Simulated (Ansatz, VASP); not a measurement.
**Two plane-wave programs on SnO**

```xyz
2
Lattice="3.1341 0.0000 0.0000 0.0000 3.1341 0.0000 0.0000 0.0000 3.1341" Properties=species:S:1:pos:R:3 pbc="T T T"
Sn    0.0000    0.0000    0.0000
O     1.5671    1.5671    1.5671
```

Alike in both runs: task single point; functional r2SCAN; k mesh 6 × 6 × 6; occupations fermi-dirac, width 0.02 eV; no spin polarisation.

|  | VASP | Ansatz |
| --- | --- | --- |
| version | VASP 6.6.1 | Ansatz 0.2.0 |
| potentials or method | VASP PAW PBE potentials, release 64 (Sn_d, O) | plane waves, PAW |
| plane-wave cutoff (eV) | 520 | 500 |
| valence electrons in the cell | 20 | 20 |

```csv
,VASP,Ansatz,Ansatz less VASP
pressure (GPa),-2.8,-2.9,-0.11
```

The functional is the same, so the differences come from potentials, cutoffs and numerics.

Caveats: the PAW data sets were made with another functional, which shifts forces and pressure a little (VASP).
